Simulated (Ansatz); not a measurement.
# HfC (Fm-3m) in Ansatz: further runs

The runs below take HfC through single point, equation of state, with LDA.

All numbers are computed with Ansatz 0.2.0; they aren't measurements. Logs are shortened: lines on timing, memory, paths and dates and some standing lists are left out, and cuts for length are marked.

**1. Starting point**

Symmetry: Fm-3m, No. 225, cubic system. Conventional cell: a = 4.650 Å, b = 4.650 Å, c = 4.650 Å, α = 90.00°, β = 90.00°, γ = 90.00°. Hf (site symmetry m-3m) is surrounded by 6 C at 2.33 Å. C (site symmetry m-3m) is surrounded by 6 Hf at 2.33 Å.

**2. Single point, LDA, 11.81 Å³/atom (volume scaled by 0.94)**

input.yaml

```yaml
crystal:
  lattice:
    - [0.0, 2.2775377028, 2.2775377028]
    - [2.2775377028, 0.0, 2.2775377028]
    - [2.2775377028, 2.2775377028, 0.0]
  atoms:
    - { symbol: Hf, position: [0.5, 0.5, 0.5] }
    - { symbol: C, position: [0.0, 0.0, 0.0] }
kpoints:
  mp_grid: { grid: [10, 10, 10] }
scf:
  occupations: { method: fermi_dirac, width: 0.05 }
hamiltonian:
  xc: lda
  pseudopotentials: { kind: all_electron, lapw: { basis_error: 0.001 } }
output:
  forces: true
  stress: true
  eigenvalues: true
```

Potentials or basis: all-electron LAPW, scalar-relativistic.

Command:

```console
$ ansatz run input.yaml --threads 1 --pin off --max-ram 3072MiB --backend cpu --events-out ev --progress --plain --runs-dir out
```

The log of the run:

```text
Warning: RAYON_NUM_THREADS=1 ignored (pool sized by the plan → 1); use --threads N
LAPW: plane waves up to 9.122 Å⁻¹, error target 1.0e-3 eV per atom; small_component_spin mean_spin; C in spheres of 0.934 Å, 6 of its electrons in bands, Dirac shells []; Hf in spheres of 1.344 Å, 42 of its electrons in bands, Dirac shells [] (how accurate: hamiltonian.pseudopotentials.lapw.basis_error, Limitations)
Engine: ansatz 0.2.0, x86_64-unknown-linux-gnu
Pseudopotentials: kind: all_electron
Pseudopotential: Hf, LAPW, valence charge 42, lapw/all_electron/scalar/gaussian/Hf, Koelling and Harmon's equation, gaussian nucleus
Pseudopotential: C, LAPW, valence charge 6, lapw/all_electron/scalar/gaussian/C, Koelling and Harmon's equation, gaussian nucleus
Functional definition: SPW92
  exchange = slater_x
  correlation = pw_c
Crystal: 2 atoms, lattice volume = 23.628 Å³
Basis set: ecut = 317.02331670092144 eV, 307 PW (Γ), exchange–correlation at level 2
Bands: 29, of which v1, the nominal top of the filled ones, is band 24 counted from 1 (23 counted from 0)
Symmetry: 48 space group operations
Space group: Fm-3m (ITA 225), of the structure as read, at distance tolerance 2.9e-5 Å
k-points: 47 of 1000
Non-local potential: Hf, projectors of the file, none
Non-local potential: C, projectors of the file, none
Initial density: superposition of atomic densities (chi_scale 0.1, normalization cell, long waves kept (reshape's long-wave potential 0.00 eV rms))
Initial wavefunctions: plane waves of lowest kinetic energy (no species holds an atomic orbital)
Functional: x = slater, c = lda
iter 1 solved again at ethr=1.21e-2 eV; its pass at ethr=1.00e-1 eV (dr2=5.82e0 eV) is discarded
SCF iter   1: F=—  HF=-411038.917996 eV  |F-HF|=—  |Δ(HF+E_count)|=         —  Δρ=1.35e-1  dr2=5.82e0  ethr=1.21e-2  ⟨swp⟩=2.0  Hψ=8183  notcnv=0
preconditioner: auto → none  [insulator: Δε(μ)=0.397 eV  Ē_g=18.280 eV  σ=0.050 eV  W_gap=0.52  n_scr=14 (ndim 8)  ℏωp=40.4 eV  f_vac=0.000  D(μ)=0.13/eV (n_scr^D=0)  ε∞_Penn≈5.9]
SCF iter   2: F=—  HF=-411037.927383 eV  |F-HF|=—  |Δ(HF+E_count)|=   9.91e-1  Δρ=8.26e-2  dr2=1.96e0  ethr=1.21e-2  ⟨swp⟩=3.0  Hψ=4194  notcnv=0
iter 3 solved again at ethr=3.74e-5 eV; its pass at ethr=4.09e-3 eV (dr2=1.80e-2 eV) is discarded
SCF iter   3: F=—  HF=-411036.905576 eV  |F-HF|=—  |Δ(HF+E_count)|=    1.02e0  Δρ=1.13e-2  dr2=1.80e-2  ethr=3.74e-5  ⟨swp⟩=2.0  Hψ=7210  notcnv=0
SCF iter   4: F=—  HF=-411036.896154 eV  |F-HF|=—  |Δ(HF+E_count)|=         —  Δρ=5.49e-3  dr2=4.99e-3  ethr=3.74e-5  ⟨swp⟩=2.0  Hψ=4044  notcnv=0
the basis was enlarged: its passes take 221.1 KiB over the memory plan, 1 of 1 planned eigensolver slots
SCF iter   5: F=—  HF=-411036.894213 eV  |F-HF|=—  |Δ(HF+E_count)|=   1.94e-3  Δρ=8.89e-4  dr2=9.26e-5  ethr=1.04e-5  ⟨swp⟩=2.0  Hψ=4041  notcnv=0
SCF iter   6: F=—  HF=-411036.893965 eV  |F-HF|=—  |Δ(HF+E_count)|=   2.47e-4  Δρ=2.55e-4  dr2=1.13e-5  ethr=1.93e-7  ⟨swp⟩=2.7  Hψ=4137  notcnv=0
SCF iter   7: F=—  HF=-411036.893924 eV  |F-HF|=—  |Δ(HF+E_count)|=   4.09e-5  Δρ=1.48e-5  dr2=2.82e-8  ethr=2.35e-8  ⟨swp⟩=3.0  Hψ=4189  notcnv=0
SCF iter   8: F=-411036.893924 eV  HF=-411036.893924 eV  |F-HF|=4.48e-9  |Δ(HF+E_count)|=   5.84e-8  Δρ=4.55e-6  dr2=2.71e-9  ethr=5.87e-11  ⟨swp⟩=3.0  Hψ=4228  notcnv=0
SCF 1 converged in 8 iterations: F = -411036.893924 eV  dr2 = 2.71e-9
SCF converged after 8 iterations
Free energy (F): -411036.893924 eV
Harris-Foulkes:  -411036.893924 eV  (|F-HF|=4.48e-9)
Internal energy: -411036.891228 eV  (E = F + TS)
E sigma→0 (E₀):  -411036.892576 eV
Entropy (-TS):   -0.002696 eV (-1.348 meV/atom)
Fermi energy:    21.588341 eV
--- Per-component energies (eV) ---
  E_band       = -4203.898165
  E_kinetic    = 457113.899978
  E_xc         = -8309.845179
  E_electrostatic = -859840.946028  (all electrons and nuclei)
  E_smearing   = -0.002696  (= −TS)
  E_closure    = 0.000000  (closes the sum)
  E_atoms      = -411016.586406  (free atoms, spherical and without spin; not in F)
  Σ components = -411036.893924   (vs F -411036.893924, Δ=0.00e0)
  Basis errors (estimates in eV, not in F): energy 3.7e-4 per atom: plane waves 3.3e-4 (1.8e-4 summed), levels above the bands 1.5e-68, relativity 7.6e-9, radial functions 3.9e-5, core shells 2.0e-7; eigenvalues (radial functions only) 4.6e-6; not estimated: angular momenta, meshes, grids; target (lapw.basis_error) 1.0e-3; muffin-tin radii C 0.934 Å, Hf 1.344 Å
--- Forces (eV/Å), atoms counted from 1 ---
  atom   1  Hf     0.00000000    -0.00000000    -0.00000000
  atom   2  C     -0.00000000     0.00000000     0.00000000
  max |Σ_I F_I| component: 3.45e-31 eV/Å
--- Stress (GPa, compression-positive) ---
        3.227673      -0.000000       0.000000
       -0.000000       3.227673       0.000000
        0.000000       0.000000       3.227673
  P = ⅓ Tr σ = 3.2277 GPa (32.277 kbar)
--- Band table (eV; the first three rows and the last of 47) ---
  k-point 0: bands = ["-349.9398", "-349.9398", "-349.9398", "-240.0395", "-178.3238", "-178.3238", "-178.3238", "-178.3073", "-178.3073", "-39.3060", "-7.7494", "-7.7494", "-7.7494", "9.0471", "10.6938", "10.6952", "10.6952", "10.6952", "10.8005", "10.8005", "10.8005", "22.6663", "22.6663", "22.6663", "22.8244", "22.8244", "22.8244", "25.0184", "25.0184"]
  k-point 1: bands = ["-349.9398", "-349.9398", "-349.9398", "-240.0395", "-178.3238", "-178.3238", "-178.3238", "-178.3073", "-178.3073", "-39.3007", "-7.8376", "-7.7576", "-7.7576", "9.3177", "10.6972", "10.7009", "10.7024", "10.7024", "10.7938", "10.7938", "10.8008", "21.1687", "21.5526", "21.5526", "23.2824", "23.2824", "23.7539", "26.2239", "26.2239"]
  k-point 2: bands = ["-349.9398", "-349.9398", "-349.9398", "-240.0395", "-178.3238", "-178.3238", "-178.3238", "-178.3073", "-178.3073", "-39.2870", "-8.0614", "-7.7789", "-7.7789", "10.0334", "10.7101", "10.7215", "10.7215", "10.7512", "10.7773", "10.7773", "10.8015", "19.3625", "20.2138", "20.2138", "24.0754", "24.0754", "24.3609", "28.3493", "28.3493"]
  k-point 46: bands = ["-349.9398", "-349.9398", "-349.9398", "-240.0395", "-178.3238", "-178.3238", "-178.3238", "-178.3073", "-178.3073", "-39.2324", "-8.3454", "-8.2039", "-8.0574", "10.6613", "10.7281", "10.7356", "10.7363", "10.7665", "10.7666", "10.7668", "11.8719", "18.6678", "18.8234", "18.8334", "24.2864", "26.3712", "28.6414", "28.9584", "30.5877"]
```

Wall time 24 s (1 thread of AMD EPYC, shared host); peak memory 0.36 GiB.

Results:

```yaml
Free_energy: -411036.8939 eV
Pressure: 3.2 GPa
Band_gap_on_the_k_mesh: none (metal or under the smearing width)
```

**3. Single point, LDA, 12.07 Å³/atom (volume scaled by 0.96)**

input.yaml: that of step 2 with these lines changed.

```diff
@@ -2,5 +2,5 @@
   lattice:
-    - [0.0, 2.2775377028, 2.2775377028]
-    - [2.2775377028, 0.0, 2.2775377028]
-    - [2.2775377028, 2.2775377028, 0.0]
+    - [0.0, 2.2935772291, 2.2935772291]
+    - [2.2935772291, 0.0, 2.2935772291]
+    - [2.2935772291, 2.2935772291, 0.0]
   atoms:
```

Potentials or basis: all-electron LAPW, scalar-relativistic.

Command:

```console
$ ansatz run input.yaml --threads 1 --pin off --max-ram 3072MiB --backend cpu --events-out ev --progress --plain --runs-dir out
```

Run time: 32 s. Hardware: 1 thread of AMD EPYC, shared host; peak memory 0.36 GiB.

Results (log left out):

| Item | Value |
| --- | --- |
| Free energy | -411036.8952 eV |
| Pressure | -2.3 GPa |
| Band gap on the k mesh | none (metal or under the smearing width) |

**4. Single point, LDA, 12.32 Å³/atom (volume scaled by 0.98)**

input.yaml: that of step 3 with these lines changed.

```diff
@@ -2,5 +2,5 @@
   lattice:
-    - [0.0, 2.2935772291, 2.2935772291]
-    - [2.2935772291, 0.0, 2.2935772291]
-    - [2.2935772291, 2.2935772291, 0.0]
+    - [0.0, 2.309395503, 2.309395503]
+    - [2.309395503, 0.0, 2.309395503]
+    - [2.309395503, 2.309395503, 0.0]
   atoms:
```

Command:

```console
$ ansatz run input.yaml --threads 1 --pin off --max-ram 3072MiB --backend cpu --events-out ev --progress --plain --runs-dir out
```

Run time: 23 s. Hardware: 1 thread of AMD EPYC, shared host; peak memory 0.36 GiB.

The run converged. Its results:

| Property | Result |
| --- | --- |
| Free energy | -411036.8800 eV |
| Pressure | -7.3 GPa |
| Band gap on the k mesh | none (metal or under the smearing width) |

**5. Single point, LDA, 12.57 Å³/atom**

input.yaml: that of step 4 with these lines changed.

```diff
@@ -2,5 +2,5 @@
   lattice:
-    - [0.0, 2.309395503, 2.309395503]
-    - [2.309395503, 0.0, 2.309395503]
-    - [2.309395503, 2.309395503, 0.0]
+    - [0.0, 2.325, 2.325]
+    - [2.325, 0.0, 2.325]
+    - [2.325, 2.325, 0.0]
   atoms:
```

Command:

```console
$ ansatz run input.yaml --threads 1 --pin off --max-ram 3072MiB --backend cpu --events-out ev --progress --plain --runs-dir out
```

Wall time 22 s (1 thread of AMD EPYC, shared host); peak memory 0.36 GiB.

Results (log left out):

- Free energy: -411036.8500 eV
- Pressure: -11.8 GPa
- Band gap on the k mesh: none (metal or under the smearing width)

**6. Single point, LDA, 12.82 Å³/atom (volume scaled by 1.02)**

input.yaml: that of step 5 with these lines changed.

```diff
@@ -2,5 +2,5 @@
   lattice:
-    - [0.0, 2.325, 2.325]
-    - [2.325, 0.0, 2.325]
-    - [2.325, 2.325, 0.0]
+    - [0.0, 2.3403977997, 2.3403977997]
+    - [2.3403977997, 0.0, 2.3403977997]
+    - [2.3403977997, 2.3403977997, 0.0]
   atoms:
```

Potentials or basis: all-electron LAPW, scalar-relativistic.

Command:

```console
$ ansatz run input.yaml --threads 1 --pin off --max-ram 3072MiB --backend cpu --events-out ev --progress --plain --runs-dir out
```

It took 25 s on 1 thread of AMD EPYC, shared host; peak memory 0.35 GiB.

Results (log left out):

* Free energy: -411036.8065 eV
* Pressure: -15.8 GPa
* Band gap on the k mesh: none (metal or under the smearing width)

**7. Single point, LDA, 13.07 Å³/atom (volume scaled by 1.04)**

input.yaml: that of step 6 with these lines changed.

```diff
@@ -2,5 +2,5 @@
   lattice:
-    - [0.0, 2.3403977997, 2.3403977997]
-    - [2.3403977997, 0.0, 2.3403977997]
-    - [2.3403977997, 2.3403977997, 0.0]
+    - [0.0, 2.3555956139, 2.3555956139]
+    - [2.3555956139, 0.0, 2.3555956139]
+    - [2.3555956139, 2.3555956139, 0.0]
   atoms:
```

Command:

```console
$ ansatz run input.yaml --threads 1 --pin off --max-ram 3072MiB --backend cpu --events-out ev --progress --plain --runs-dir out
```

Wall time 25 s (1 thread of AMD EPYC, shared host); peak memory 0.36 GiB.

Results (log left out):

```yaml
Free_energy: -411036.7510 eV
Pressure: -19.5 GPa
Band_gap_on_the_k_mesh: none (metal or under the smearing width)
```

**8. Single point, LDA, 13.32 Å³/atom (volume scaled by 1.06)**

input.yaml: that of step 7 with these lines changed.

```diff
@@ -2,5 +2,5 @@
   lattice:
-    - [0.0, 2.3555956139, 2.3555956139]
-    - [2.3555956139, 0.0, 2.3555956139]
-    - [2.3555956139, 2.3555956139, 0.0]
+    - [0.0, 2.3705998121, 2.3705998121]
+    - [2.3705998121, 0.0, 2.3705998121]
+    - [2.3705998121, 2.3705998121, 0.0]
   atoms:
```

Command:

```console
$ ansatz run input.yaml --threads 1 --pin off --max-ram 3072MiB --backend cpu --events-out ev --progress --plain --runs-dir out
```

Wall time 21 s (1 thread of AMD EPYC, shared host); peak memory 0.35 GiB.

The run converged. Its results:

| Property | Result |
| --- | --- |
| Free energy | -411036.6845 eV |
| Pressure | -22.8 GPa |
| Band gap on the k mesh | none (metal or under the smearing width) |

**9. Equation of state, LDA**

Potentials or basis: all-electron LAPW, scalar-relativistic.

No new run: the results of the series are fitted here.

What came out:

| Item | Value |
| --- | --- |
| Equilibrium volume | 11.96 Å³/atom |
| Bulk modulus | 261 GPa |
| Pressure derivative of the bulk modulus | 4.0 |

Energy against volume, from the lowest point:
```csv
volume (Å³/atom),energy (meV/atom)
11.814,0.64
12.065,0.00
12.317,7.60
12.568,22.63
12.819,44.36
13.071,72.13
13.322,105.33
```
